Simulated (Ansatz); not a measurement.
## KCl at -0.8 GPa: from Born charge to LO–TO splitting and polaron coupling

Level of theory: Ansatz 0.2.0, DFT PBE, scalar-relativistic, plane waves, PAW. Settings: 420 eV plane-wave cutoff, Γ-centred 6×6×6 mesh, fixed occupations. No spin polarisation. Phonons by linear response, acoustic sum rule imposed.

The cell is fixed (symmetry leaves no force on the atoms) and stands under -0.8 GPa:
```cif
data_structure
_symmetry_space_group_name_H-M 'Pm-3m'
_symmetry_Int_Tables_number 221
_cell_length_a 3.8933
_cell_length_b 3.8933
_cell_length_c 3.8933
_cell_angle_alpha 90.000
_cell_angle_beta 90.000
_cell_angle_gamma 90.000
_cell_volume 59.01
loop_
_atom_site_label
_atom_site_type_symbol
_atom_site_symmetry_multiplicity
_atom_site_Wyckoff_symbol
_atom_site_fract_x
_atom_site_fract_y
_atom_site_fract_z
_atom_site_occupancy
K1 K 1 a 0.00000 0.00000 0.00000 1
Cl1 Cl 1 b 0.50000 0.50000 0.50000 1
```

The cell is the ideal cubic caesium chloride prototype; this isn't the usual structure of the compound.

Linear response gives ν_TO = 80.5 cm⁻¹, Born charges ±1.200 e (positive on K) and ε∞ = 2.498. The primitive cell holds 59.014 Å³, and the masses are 39.098 and 35.450 amu.

Question: Find ν_LO and the static dielectric constant.

Answer: The long-wave field adds a restoring force: ω_LO² − ω_TO² = Z*²e²/(ε_vac ε∞ μV). In these units ν_LO² − ν_TO² = 4.92064×10⁷ Z*²/(μ V ε∞) cm⁻², with μ = m₁m₂/(m₁ + m₂) = 18.592 amu: 25839 cm⁻². So ν_LO = √(80.5² + 25839) = 179.8 cm⁻¹, and the run gives 179.8. Lyddane–Sachs–Teller then gives ε0 = ε∞ (ν_LO/ν_TO)² = 12.45, against 12.45 in the run (it forms both from the same three quantities, so the match checks the arithmetic only). Between ν_TO and ν_LO the dielectric function is negative and an undamped crystal reflects fully: a reststrahlen band from 55.6 to 124.2 μm.

Question: What do the Clausius–Mossotti polarisability and the Szigeti charge come to?

Answer: With the Lorentz local field, α = (3V/4π)(ε∞ − 1)/(ε∞ + 2) = 4.69 Å³ for the pair, and e_S = 3Z*/(ε∞ + 2) = 0.80 e. The Born charge includes the electrons' response to the dipole's own local field, and e_S takes that enhancement out. The Lorentz field assumes point-like polarisable ions, a fair picture at this small ε∞.

Question: How strongly does a slow electron couple to the LO mode?

Answer: For one isotropic parabolic band, Fröhlich's constant is α_F = (1/ε∞ − 1/ε0) √(m* Ry/ħω_LO), with Ry = 13.606 eV, ħω_LO = 22.3 meV and m* in free-electron masses: α_F = 0.3201 × 24.71 × √m* = 7.91 √m*. The band mass isn't part of this run; for m* = 0.1, 0.3 and 1 it gives 2.50, 4.33, 7.91. In weak coupling the polaron lies α_F ħω_LO below the band edge (97 meV at m* = 0.3) with a mass m*(1 + α_F/6); past α_F of about 5 or 6 that expansion fails. A semilocal functional's ε∞ tends to be too large, which taken alone lowers α_F.